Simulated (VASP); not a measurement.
## SnO2 (Cassiterite): dielectric tensor with PBEsol

Crystal: SnO2 (Cassiterite).

```xyz
6
Lattice="4.7713 0.0000 0.0000 0.0000 4.7713 0.0000 0.0000 0.0000 3.2161" Properties=species:S:1:pos:R:3 pbc="T T T"
Sn    0.0000    0.0000    0.0000
Sn    2.3857    2.3857    1.6080
O     1.4612    1.4612    0.0000
O     0.9244    3.8469    1.6080
O     3.3101    3.3101    0.0000
O     3.8469    0.9244    1.6080
```

* Program: VASP 6.6.1
* Task: dielectric tensor
* Functional: PBEsol
* Potentials or basis: VASP PAW PBE potentials, release 64 (Sn_d, O)
* Cutoff: 600 eV
* k mesh: 6 × 6 × 8
* Occupations: gaussian, width 0.03 eV
* Spin: no spin polarisation
* Further INCAR settings: ALGO = Fast; EDIFF = 1e-08

- Band gap on the k mesh: 0.89 eV, direct
- Electronic dielectric tensor (diagonal): 4.58, 4.58, 4.81
- Born charges (mean of the diagonal): Sn +4.23; O -2.11 e

Levels at points of the mesh, in eV from the valence-band top:
```tsv
k point	band 24	band 25	band 26	band 27	band 28	band 29
(0.00, 0.00, 0.00)	-0.78	-0.78	0.00	0.89	5.82	6.02
(0.50, 0.00, 0.00)	-1.23	-0.63	-0.63	4.11	4.11	6.78
(0.50, 0.50, 0.00)	-1.35	-0.89	-0.89	4.51	4.51	7.21
(0.00, 0.00, 0.50)	-1.64	-1.24	-1.24	5.84	5.84	9.42
(0.50, 0.00, 0.50)	-1.08	-0.73	-0.73	6.12	6.12	7.72
(0.50, 0.50, 0.50)	-0.96	-0.82	-0.82	4.52	4.52	8.60
```

Electronic dielectric tensor:
```
4.58 0.00 0.00
0.00 4.58 0.00
0.00 0.00 4.81
```

Born effective charge tensors (e):
atom 1, Sn
```
4.10 0.47 0.00
0.47 4.10 0.00
0.00 0.00 4.49
```
atom 2, Sn
```
 4.10 -0.47  0.00
-0.47  4.10  0.00
 0.00  0.00  4.49
```
atom 3, O
```
-2.05 -0.73  0.00
-0.73 -2.05  0.00
 0.00  0.00 -2.24
```
atom 4, O
```
-2.05  0.73  0.00
 0.73 -2.05  0.00
 0.00  0.00 -2.24
```
atom 5, O
```
-2.05 -0.73  0.00
-0.73 -2.05  0.00
 0.00  0.00 -2.24
```
atom 6, O
```
-2.05  0.73  0.00
 0.73 -2.05  0.00
 0.00  0.00 -2.24
```

Run time: 7.4 min on 2 MPI ranks on Intel(R) Xeon(R) 6975P-C (Granite Rapids), with other jobs on the host, peak memory 0.61 GiB a rank.

Caveat: spin-orbit coupling is left out, which moves the levels of the heavy elements.
